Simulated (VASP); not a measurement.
Set up this calculation in VASP 6.6.1, as the native input.

```yaml
Task: relaxation of cell and atoms
Functional: r2SCAN
Potentials_or_basis: VASP PAW PBE potentials, release 64 (Al, Cu)
Cutoff: 600 eV
k_mesh: 10 × 10 × 10
Occupations: methfessel-paxton, width 0.1 eV
Spin: no spin polarisation
Further_INCAR_settings: ALGO = Normal; EDIFF = 1e-07; IBRION = 2; EDIFFG = -0.005; NSW = 90; ISIF = 3
```

The structure of Al2Cu (Khatyrkite) lies in POSCAR:

```
Al2Cu                                   
1.0
   -2.9921755299      2.9921755299      2.4082103895
    2.9921755299     -2.9921755299      2.4082103895
    2.9921755299      2.9921755299     -2.4082103895
  Al              Cu            
     4     2
Direct
     0.6594592258001398    0.1594592258001399    0.8189184516002870
     0.1594592258001399    0.3405407741998601    0.5000000000000000
     0.3405407741998601    0.8405407741998602    0.1810815483997132
     0.8405407741998602    0.6594592258001398    0.5000000000000000
     0.2500000000000000    0.2500000000000000    1.0000000000000000
     0.7500000000000000    0.7500000000000000    1.0000000000000000
```

The input as run:

INCAR

```
SYSTEM = Al2Cu
ALGO = Normal ; EDIFF = 1E-7
EDIFFG = -0.005 ; ENCUT = 600
IBRION = 2 ; ISIF = 3
ISMEAR = 1 ; KPAR = 2
LASPH = .TRUE. ; LCHARG = .FALSE.
LMIXTAU = .TRUE. ; LREAL = .FALSE.
LWAVE = .FALSE. ; METAGGA = R2SCAN
NELM = 80 ; NSW = 90
PREC = Accurate ; SIGMA = 0.1
```

KPOINTS

```
k-points
0
G
  10 10 10
  0 0 0
```

Potentials or basis: VASP PAW PBE potentials, release 64 (Al, Cu).

The run is started by

```console
$ cat potpaw_PBE.64/Al/POTCAR potpaw_PBE.64/Cu/POTCAR > POTCAR
$ mpirun -np 2 vasp_std > vasp.out
```

Results of the run:

```yaml
Relaxed_volume: 14.38 Å³/atom
Relaxed_cell: a = 4.870 Å, b = 4.870 Å, c = 4.870 Å, α = 104.16°, β = 104.16°, γ = 120.71°
Space_group_after_relaxing_to_0.05_Å: I4/mcm (No. 140)
Energy_gained_by_relaxing: 0.0 meV/atom
Ionic_steps: 3
Pressure_after_relaxing: 0.0 GPa
Band_gap_on_the_k_mesh: none (metal or under the smearing width)
```

Caveat: the PAW data sets were made with another functional, which shifts forces and pressure a little.

Wall time 14 min on 2 MPI ranks on Intel(R) Xeon(R) Platinum 8488C (Sapphire Rapids), with other jobs on the host, peak memory 0.38 GiB a rank.
